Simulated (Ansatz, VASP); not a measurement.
Two plane-wave programs on Hf

```
CELL_PARAMETERS angstrom
3.19670 0.00000 0.00000
-1.59835 2.76842 0.00000
0.00000 0.00000 5.05780
ATOMIC_POSITIONS crystal
Hf 0.66667 0.33333 0.75000
Hf 0.33333 0.66667 0.25000
```

Alike in both runs: task relaxation of cell and atoms; functional PBE; k mesh 10 × 10 × 5; occupations fermi-dirac, width 0.05 eV; no spin polarisation.

|  | VASP | Ansatz |
| --- | --- | --- |
| version | VASP 6.6.1 | Ansatz 0.2.0 |
| potentials or method | VASP PAW PBE potentials, release 64 (Hf) | Ansatz PAW |
| plane-wave cutoff (eV) | 600 | 420 |
| valence electrons in the cell | 8 | 52 |

|  | VASP | Ansatz | Ansatz less VASP |
| --- | --- | --- | --- |
| gap on the k mesh at the Fermi level, each at its own relaxed structure (eV) | none | none | - |
| relaxed volume (Å³/atom) | 22.25 | 22.51 | +0.260 |
| relaxed cell length with the largest relative difference (Å) | 5.035 | 5.059 | +0.0238 |

A gap of «none» marks a metal or a gap that the smearing closes. The two sets of potentials don't hold the same shells in valence.

Caveats: the plane-wave basis is chosen anew once the cell has moved, so the energies of steps on either side of that aren't comparable (Ansatz). Spin-orbit coupling is left out, which matters for the levels of Hf.
